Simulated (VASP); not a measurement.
# HgSe (pbesol) (F-43m) in VASP: a series of runs

The runs below take HgSe (pbesol) through single point, relaxation of cell and atoms, with PBEsol.

Program: VASP 6.6.1. These are calculated values, not measurements. Logs are shortened: lines on timing, memory, paths and dates and some standing lists are left out, and cuts for length are marked.

### 1 The crystal as given

It takes space group F-43m (No. 216, cubic). Conventional cell: a = 6.133 Å, b = 6.133 Å, c = 6.133 Å, α = 90.00°, β = 90.00°, γ = 90.00°. Around Hg (site symmetry -43m) lie 4 Se at 2.66 Å. Se (site symmetry -43m) has 4 Hg at 2.66 Å as nearest neighbours.

### 2 Single point, PBEsol

Input file INCAR:

```
PREC = Accurate
ENCUT = 520
EDIFF = 1E-7
ISMEAR = 0
SIGMA = 0.1
LREAL = False
LASPH = True
NELM = 100
ALGO = Fast
ISIF = 2
LWAVE = False
LCHARG = True
GGA = PS
LELF = True
LVHAR = True
NBANDS = 16
```

Input file KPOINTS:

```
regular mesh
0
Gamma
  12 12 12
```

Input file POSCAR:

```
HgSe
1.0
    0.0000000000      3.0664903997      3.0664903997
    3.0664903997      0.0000000000      3.0664903997
    3.0664903997      3.0664903997      0.0000000000
Hg Se
1 1
Direct
    0.0000000000      0.0000000000      0.0000000000
    0.2500000000      0.2500000000      0.2500000000
```

Potentials or basis: VASP PAW PBE potentials, release 64 (Hg, Se).

Run with:

```sh
> cat potpaw_PBE.64/Hg/POTCAR potpaw_PBE.64/Se/POTCAR > POTCAR
> mpirun -np 1 vasp_std > vasp.out
```

OUTCAR:

```text
PREC = Accurate
   ENCUT = 520
   EDIFF = 1E-7
   ISMEAR = 0
   LREAL = False
   LASPH = True
   NELM = 100
   ISIF = 2
   GGA = PS

 ion  position               nearest neighbor table
   1  0.000  0.000  0.000-   2 2.66   2 2.66   2 2.66   2 2.66
   2  0.250  0.250  0.250-   1 2.66   1 2.66   1 2.66   1 2.66

  LATTYP: Found a face centered cubic cell.
 ALAT       =     6.1329807994

  Lattice vectors:

 A1 = (   0.0000000000,   3.0664903997,   3.0664903997)
 A2 = (   3.0664903997,   0.0000000000,   3.0664903997)
 A3 = (   3.0664903997,   3.0664903997,   0.0000000000)

Analysis of symmetry for initial positions (statically):
=====================================================================
 Subroutine PRICEL returns:
 Original cell was already a primitive cell.

 Routine SETGRP: Setting up the symmetry group for a
 face centered cubic supercell.

 Subroutine GETGRP returns: Found 24 space group operations
 (whereof 24 operations were pure point group operations)
 out of a pool of 48 trial point group operations.

The static configuration has the point symmetry T_d .

Analysis of symmetry for dynamics (positions and initial velocities):
=====================================================================
 Subroutine PRICEL returns:
 Original cell was already a primitive cell.

 Routine SETGRP: Setting up the symmetry group for a
 face centered cubic supercell.

 Subroutine GETGRP returns: Found 24 space group operations
 (whereof 24 operations were pure point group operations)
 out of a pool of 48 trial point group operations.

The dynamic configuration has the point symmetry T_d .

 Subroutine INISYM returns: Found 24 space group operations
 (whereof 24 operations are pure point group operations),
 and found     1 'primitive' translations

----------------------------------------------------------------------------------------

                                     Primitive cell

  volume of cell :      57.6706

  direct lattice vectors                    reciprocal lattice vectors
     0.000000000  3.066490400  3.066490400    -0.163052850  0.163052850  0.163052850
     3.066490400  0.000000000  3.066490400     0.163052850 -0.163052850  0.163052850
     3.066490400  3.066490400  0.000000000     0.163052850  0.163052850 -0.163052850

  length of vectors
     4.336672312  4.336672312  4.336672312     0.282415821  0.282415821  0.282415821

  position of ions in fractional coordinates (direct lattice)
     0.000000000  0.000000000  0.000000000
     0.250000000  0.250000000  0.250000000

  ion indices of the primitive-cell ions
   primitive index   ion index
                 1           1
                 2           2

----------------------------------------------------------------------------------------

 KPOINTS: regular mesh

Automatic generation of k-mesh.
 Grid dimensions read from file:
 generate k-points for:   12   12   12

 Generating k-lattice:

  Cartesian coordinates                     Fractional coordinates (reciprocal lattice)
    -0.013587738  0.013587738  0.013587738     0.083333333  0.000000000  0.000000000
     0.013587738 -0.013587738  0.013587738     0.000000000  0.083333333  0.000000000
     0.013587738  0.013587738 -0.013587738     0.000000000  0.000000000  0.083333333

  Length of vectors
     0.023534652  0.023534652  0.023534652

  Shift w.r.t. Gamma in fractional coordinates (k-lattice)
     0.000000000  0.000000000  0.000000000

 Subroutine IBZKPT returns following result:
 ===========================================

 Found     72 irreducible k-points:

 Following reciprocal coordinates:
            Coordinates               Weight
  0.000000  0.000000  0.000000      1.000000
  0.083333  0.000000  0.000000      8.000000
  0.166667  0.000000  0.000000      8.000000
  0.250000  0.000000  0.000000      8.000000
  0.333333  0.000000  0.000000      8.000000
  0.416667  0.000000  0.000000      8.000000
[... 16 lines left out ...]
  0.500000  0.166667  0.000000     24.000000
 -0.416667  0.166667  0.000000     24.000000
 [... further k-points ...]
   k-points           NKPTS =     72   k-points in BZ     NKDIM =     72   number of bands    NBANDS=     16
   number of dos      NEDOS =    301   number of ions     NIONS =      2
   total plane-waves  NPLWV =  32768
   dimension x,y,z NGX =    32 NGY =   32 NGZ =   32
   dimension x,y,z NGXF=    64 NGYF=   64 NGZF=   64
   ions per type =               1   1
   NGX,Y,Z   is equivalent  to a cutoff of  12.27, 12.27, 12.27 a.u.
   NGXF,Y,Z  is equivalent  to a cutoff of  24.53, 24.53, 24.53 a.u.
 SYSTEM =  unknown system
   PREC   = accura    normal or accurate (medium, high low for compatibility)
   ISTART =      0    job   : 0-new  1-cont  2-samecut
   ICHARG =      2    charge: 1-file 2-atom 10-const
   ISPIN  =      1    spin polarized calculation?
   LNONCOLLINEAR =      F non collinear calculations
   LSORBIT =      F    spin-orbit coupling
   LASPH  =      T    aspherical Exc in radial PAW
   ENCUT  =  520.0 eV  38.22 Ry    6.18 a.u.   8.06  8.06  8.06*2*pi/ulx,y,z
   NELM   =    100;   NELMIN=  2; NELMDL= -5     # of ELM steps
   EDIFF  = 0.1E-06   stopping-criterion for ELM
   LREAL  =      F    real-space projection
   EDIFFG = 0.1E-05   stopping-criterion for IOM
   NSW    =      0    number of steps for IOM
   IBRION =     -1    ionic relax: 0-MD 1-quasi-New 2-CG
   NFREE  =      0    steps in history (QN), initial steepest desc. (CG)
   ISIF   =      2    stress and relaxation
   ISYM   =      2    0-nonsym 1-usesym 2-fastsym
   POTIM  = 0.5000    time-step for ionic-motion
   TEBEG  =    0.0;   TEEND  =   0.0 temperature during run
   PSTRESS=    0.0 pullay stress
   NELECT =      18.0000    total number of electrons
   NUPDOWN=      -1.0000    fix difference up-down
   EMIN   =  10.00;   EMAX   =-10.00  energy-range for DOS
   EFERMI =   0.00;   METHOD = LEGACY
   ISMEAR =     0;   SIGMA  =   0.10  broadening in eV -4-tet -1-fermi 0-gaus
   EFERMI_NEDOS =   21; number of points for ismear=-14 and -15
   IALGO  =     68    algorithm
   IMIX   =      4    mixing-type and parameters
     AMIX     =   0.40;   BMIX     =  1.00
     AMIX_MAG =   1.60;   BMIX_MAG =  1.00
  volume/ion in A,a.u.               =      28.84       194.59
  Fermi-wavevector in a.u.,A,eV,Ry     =   1.110488  2.098519 16.778496  1.233185
  Thomas-Fermi vector in A             =   2.247041
   LORBIT       =      0    0 simple, 1 ext, 2 COOP (PROOUT), +10 PAW based schemes
   GGA     = PS    functional components
   LHFCALC =     F    Hartree Fock is set to
   AEXX    =    0.0000 exact exchange contribution
   IVDW    =     0    specifies the selected vdW correction
   LEPSILON=     F    determine dielectric tensor
   LRPA    =     F    only Hartree local field effects (RPA)
 non-spin polarized calculation
 RMM-DIIS sequential band-by-band and
 Gauss-broadening in eV      SIGMA  =   0.10
  energy-cutoff  :      520.00
  volume of cell :       57.67
 maximum number of plane-waves:      1588
   NGX = 17   NGY = 17   NGZ = 17

 number of electron      18.0000001 magnetization

 Free energy of the ion-electron system (eV)
  ---------------------------------------------------
  ext. energy  EPLUGINS =         0.00000000
  ---------------------------------------------------
  free energy    TOTEN  =        -4.81046037 eV

  energy without entropy =       -4.81029931  energy(sigma->0) =       -4.81037984

 E-fermi :   1.4415     XC(G=0):  -9.1394

 val. band max:        1.3732987976   @ k =   0.0000   0.0000   0.0000
 cond. band min:       1.6994549952   @ k =   0.0833   0.0000   0.0000
 fundamental gap:      0.3261561976
 Fermi energy:         1.4415075461

 k-point     1 :       0.0000    0.0000    0.0000
  band No.  band energies     occupation
      1     -11.9449      2.00000
      2      -5.6523      2.00000
      3      -5.6523      2.00000
      4      -5.6523      2.00000
      5      -4.9424      2.00000
      6      -4.9424      2.00000
[... 8 lines left out ...]
     15      12.6025      0.00000
     16      12.6026      0.00000

 k-point     2 :       0.0833    0.0000    0.0000
  band No.  band energies     occupation
      1     -11.9159      2.00000
      2      -5.6414      2.00000
      3      -5.6389      2.00000
      4      -5.6389      2.00000
      5      -4.9437      2.00000
      6      -4.9437      2.00000
[... 8 lines left out ...]
     15      12.0147      0.00000
     16      12.0147      0.00000

 k-point     3 :       0.1667    0.0000    0.0000
  band No.  band energies     occupation
      1     -11.8356      2.00000
      2      -5.6032      2.00000
      3      -5.6032      2.00000
      4      -5.5969      2.00000
      5      -4.9449      2.00000
      6      -4.9449      2.00000
[... 8 lines left out ...]
     15      11.5217      0.00000
     16      11.5217      0.00000

 k-point     4 :       0.2500    0.0000    0.0000
  band No.  band energies     occupation
      1     -11.7230      2.00000
      2      -5.5584      2.00000
      3      -5.5584      2.00000
      4      -5.4876      2.00000
      5      -4.9397      2.00000
      6      -4.9397      2.00000
[... 8 lines left out ...]
     15      11.4304      0.00000
     16      11.4304      0.00000
[... 324 lines left out ...]
 k-point    22 :       0.4167    0.1667    0.0000
  band No.  band energies     occupation
      1     -11.5125      2.00000
      2      -5.5007      2.00000
      3      -5.4214      2.00000
      4      -5.2057      2.00000
      5      -4.8906      2.00000
      6      -4.8846      2.00000
[... 8 lines left out ...]
     15      12.5073      0.00000
     16      13.1162      0.00000

 k-point    23 :       0.5000    0.1667    0.0000
  band No.  band energies     occupation
      1     -11.4511      2.00000
      2      -5.4738      2.00000
      3      -5.4114      2.00000
      4      -5.0316      2.00000
      5      -4.8905      2.00000
      6      -4.6981      2.00000
[... 8 lines left out ...]
     15      12.5846      0.00000
     16      13.2173      0.00000

 k-point    24 :      -0.4167    0.1667    0.0000
  band No.  band energies     occupation
      1     -11.4432      2.00000
      2      -5.4637      2.00000
      3      -5.4212      2.00000
      4      -4.9653      2.00000
      5      -4.9139      2.00000
      6      -4.6431      2.00000
[... 8 lines left out ...]
     15      12.3410      0.00000
     16      12.5334      0.00000

 [... further k-points ...]

------------------------ aborting loop because EDIFF is reached ----------------------------------------

  FORCE on cell =-STRESS in cart. coord.  units (eV):
  Direction    XX          YY          ZZ          XY          YZ          ZX
  --------------------------------------------------------------------------------------
  -------------------------------------------------------------------------------------
  Total        0.1050387      0.1050387      0.1050387      0.0000000      0.0000000      0.0000000
  in kB        2.9181326      2.9181326      2.9181326      0.0000000      0.0000000      0.0000000
  external PRESSURE =       2.9181326 kB  Pullay stress =       0.0000000 kB

 VOLUME and BASIS-vectors are now :
 -----------------------------------------------------------------------------
  energy-cutoff  :      520.00
  volume of cell :       57.67
      direct lattice vectors                 reciprocal lattice vectors
     0.000000000  3.066490400  3.066490400    -0.163052850  0.163052850  0.163052850
     3.066490400  0.000000000  3.066490400     0.163052850 -0.163052850  0.163052850
     3.066490400  3.066490400  0.000000000     0.163052850  0.163052850 -0.163052850

 POSITION                                       TOTAL-FORCE (eV/Angst)
 -----------------------------------------------------------------------------------
      0.00000      0.00000      0.00000         0.000000      0.000000      0.000000
      1.53325      1.53325      1.53325        -0.000000     -0.000000     -0.000000
 -----------------------------------------------------------------------------------
    total drift:                               -0.000000     -0.000000     -0.000000

  FREE ENERGIE OF THE ION-ELECTRON SYSTEM (eV)
  ---------------------------------------------------
  free  energy   TOTEN  =        -4.8104603725 eV

  energy  without entropy=       -4.8102993134  energy(sigma->0) =       -4.81037984
```

Run time: 37 s. Hardware: 1 thread of Intel Xeon Platinum 8488C (Sapphire Rapids), shared host; peak memory 0.21 GiB.

What came out:

```
Free energy            : -4.8105 eV
Pressure               : 0.3 GPa
Band gap on the k mesh : none (metal or under the smearing width)
```

Caveat: the PAW data sets were made with another functional, which shifts forces and pressure a little. The run has no spin-orbit coupling, so splittings on Hg are missing.

### 3 Relaxation of cell and atoms, PBEsol

This run uses another cell than the first one, of 28.07 Å³/atom, 0.973 times its volume.

Input file INCAR:

```
PREC     = Accurate       # precision mode
ENCUT    = 600            # plane-wave cutoff, eV
EDIFF    = 1E-6           # SCF threshold, eV
ISMEAR   = 0              # smearing method
SIGMA    = 0.1            # smearing width, eV
LREAL    = F              # projectors in reciprocal space
LASPH    = T              # aspherical terms in the spheres
NELM     = 100            # most SCF steps
ALGO     = Normal         # electronic algorithm
ISIF     = 3              # what is computed and relaxed
LWAVE    = F              # write WAVECAR
LCHARG   = F              # write CHGCAR
GGA      = PS             # functional
IBRION   = 2              # ionic algorithm
NSW      = 100            # ionic steps
EDIFFG   = -0.002         # ionic threshold
```

KPOINTS is that of step 2.

Input file POSCAR:

```
HgSe
1.0
    0.0000000000      3.0390000000      3.0390000000
    3.0390000000      0.0000000000      3.0390000000
    3.0390000000      3.0390000000      0.0000000000
Hg Se
1 1
Direct
    0.0000000000      0.0000000000      0.0000000000
    0.2500000000      0.2500000000      0.2500000000
```

Potentials or basis: VASP PAW PBE potentials, release 64 (Hg, Se).

Run with:

```sh
> cat potpaw_PBE.64/Hg/POTCAR potpaw_PBE.64/Se/POTCAR > POTCAR
> mpirun -np 1 vasp_std > vasp.out
```

OUTCAR:

```text
PREC = Accurate
   ENCUT = 600
   EDIFF = 1E-6
   ISMEAR = 0
   LREAL = F
   LASPH = T
   NELM = 100
   ISIF = 3
   GGA = PS
   IBRION = 2
   NSW = 100
   EDIFFG = -0.002

 ion  position               nearest neighbor table
   1  0.000  0.000  0.000-   2 2.63   2 2.63   2 2.63   2 2.63
   2  0.250  0.250  0.250-   1 2.63   1 2.63   1 2.63   1 2.63

  LATTYP: Found a face centered cubic cell.
 ALAT       =     6.0780000000

  Lattice vectors:

 A1 = (   0.0000000000,   3.0390000000,   3.0390000000)
 A2 = (   3.0390000000,   0.0000000000,   3.0390000000)
 A3 = (   3.0390000000,   3.0390000000,   0.0000000000)

Analysis of symmetry for initial positions (statically):
[... 270 lines left out ...]
      3      -5.6740      2.00000
      4      -5.6740      2.00000
      5      -4.9743      2.00000
      6      -4.9743      2.00000
      7       0.2459      2.00000
      8       1.3161      1.66958
      9       1.3161      1.66958
     10       1.3161      1.66958
     11       6.7726      0.00000
     12       6.7726      0.00000
     13       6.7726      0.00000
[... 354 lines left out ...]
  band No.  band energies     occupation
      1     -11.4653      2.00000
      2      -5.4874      2.00000
      3      -5.4458      2.00000
      4      -4.9960      2.00000
      5      -4.9462      2.00000
      6      -4.6773      2.00000
      7      -3.8300      2.00000
      8      -0.6717      2.00000
      9       0.1673      2.00000
     10       3.4203      0.00000
     11       6.7218      0.00000
     12       8.0220      0.00000
     13       8.0922      0.00000

 [... further k-points ...]

------------------------ aborting loop because EDIFF is reached ----------------------------------------

  FORCE on cell =-STRESS in cart. coord.  units (eV):
  Direction    XX          YY          ZZ          XY          YZ          ZX
  --------------------------------------------------------------------------------------
  -------------------------------------------------------------------------------------
  Total        0.0021808      0.0021808      0.0021808      0.0000000      0.0000000      0.0000000
  in kB        0.0602178      0.0602178      0.0602178      0.0000000      0.0000000      0.0000000
  external PRESSURE =       0.0602178 kB  Pullay stress =       0.0000000 kB
[... 17 lines left out ...]
  FREE ENERGIE OF THE ION-ELECTRON SYSTEM (eV)
  ---------------------------------------------------
  free  energy   TOTEN  =        -4.8106585687 eV

  energy  without entropy=       -4.8104967751  energy(sigma->0) =       -4.81057767

 reached required accuracy - stopping structural energy minimisation
```

OSZICAR:

```text
N       E                     dE             d eps       ncg     rms          rms(c)
DAV:   1     0.124428903103E+03    0.12443E+03   -0.93751E+03  1872   0.138E+03
[... 24 lines left out ...]
DAV:   1    -0.484001557830E+01   -0.31036E-01   -0.60274E-01  1962   0.991E+00    0.123E+00
DAV:   2    -0.481362124967E+01    0.26394E-01   -0.64777E-02  1982   0.404E+00    0.426E-01
DAV:   3    -0.481092084183E+01    0.27004E-02   -0.85604E-03  1937   0.973E-01    0.422E-01
DAV:   4    -0.481068686327E+01    0.23398E-03   -0.73425E-04  2002   0.291E-01    0.347E-02
DAV:   5    -0.481065973984E+01    0.27123E-04   -0.27021E-04  2042   0.257E-01    0.444E-02
DAV:   6    -0.481065836499E+01    0.13749E-05   -0.39696E-05  2082   0.930E-02    0.686E-03
DAV:   7    -0.481065856868E+01   -0.20369E-06   -0.40261E-07  1181   0.534E-03
   3 F= -.48106586E+01 E0= -.48105777E+01  d E =-.106022E-01
```

Run time: 83 s. Hardware: 1 thread of Intel Xeon Platinum 8488C (Sapphire Rapids), shared host; peak memory 0.25 GiB.

What came out:

```yaml
Free_energy: -4.8107 eV
Relaxed_volume: 29.01 Å³/atom
Relaxed_cell: a = 4.346 Å, b = 4.346 Å, c = 4.346 Å, α = 60.00°, β = 60.00°, γ = 60.00°
Space_group_after_relaxing_to_0.05_Å: F-43m (No. 216)
Energy_gained_by_relaxing: 5.3 meV/atom
Ionic_steps: 3
Pressure_after_relaxing: 0.0 GPa
Band_gap_on_the_k_mesh: none (metal or under the smearing width)
```

The path:
```tsv
step	energy change (eV)	largest force (eV/Å)	pressure (GPa)	volume (Å³)
1	0.0000	0.0000	1.85	56.13
2	-0.0089	0.0000	-0.67	58.81
3	-0.0106	0.0000	0.01	58.02
```

Final structure:
```
CELL_PARAMETERS angstrom
0.00000 3.07274 3.07274
3.07274 0.00000 3.07274
3.07274 3.07274 0.00000
ATOMIC_POSITIONS crystal
Hg 0.00000 0.00000 0.00000
Se 0.25000 0.25000 0.25000
```

Caveat: the PAW data sets were made with another functional, which shifts forces and pressure a little.
